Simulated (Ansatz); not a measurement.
The system is HfO2.

```
Hf O
1.0
     0.00000    2.55750    2.55750
     2.55750    0.00000    2.55750
     2.55750    2.55750    0.00000
Hf O
1 2
Direct
  0.00000 0.00000 0.00000
  0.75000 0.75000 0.75000
  0.25000 0.25000 0.25000
```

Measurements of this composition are mostly on another form, of space group No. 14.

| Quantity | Value |
| --- | --- |
| Program | Ansatz 0.2.0 |
| Task | relaxation of cell and atoms |
| Functional | BLYP |
| Dispersion | D3(BJ) |
| Potentials or basis | Ansatz PAW |
| Cutoff | 420 eV (not typed: the program's choice for these potentials) |
| k mesh | 9 × 9 × 9 |
| Occupations | fermi-dirac, width 0.05 eV |
| Spin | no spin polarisation |

At the start: volume 11.15 Å³/atom.

Q: Where does the relaxation end?

A: It ends after 6 steps and the volume is 10.97 Å³/atom (-1.7 %); space group Fm-3m (No. 225, to 0.05 Å).

The path:
```tsv
step	energy change (eV)	largest force (eV/Å)	volume (Å³)
1	0.0000	0.0000	33.46
2	-0.0109	0.0000	32.78
3	-0.0104	0.0000	32.92
4	-0.0071	0.0000	32.92
5	-0.0072	0.0000	32.90
6	-0.0072	0.0000	32.90
```

Final structure:
```yaml
crystal:
  lattice:
    - [0.00000, 2.54317, 2.54317]
    - [2.54317, 0.00000, 2.54317]
    - [2.54317, 2.54317, 0.00000]
  atoms:
    - { symbol: Hf, position: [0.00000, 0.00000, 0.00000] }
    - { symbol: O, position: [0.75000, 0.75000, 0.75000] }
    - { symbol: O, position: [0.25000, 0.25000, 0.25000] }
```

Caveat: the plane-wave basis is chosen anew once the cell has moved, so the energies of steps on either side of that aren't comparable; the pressure holds a Pulay correction of +1.1 GPa for the finite cutoff; the PAW data sets come from PBE, with cores solved anew for the run's functional, which leaves a small shift of forces and pressure.
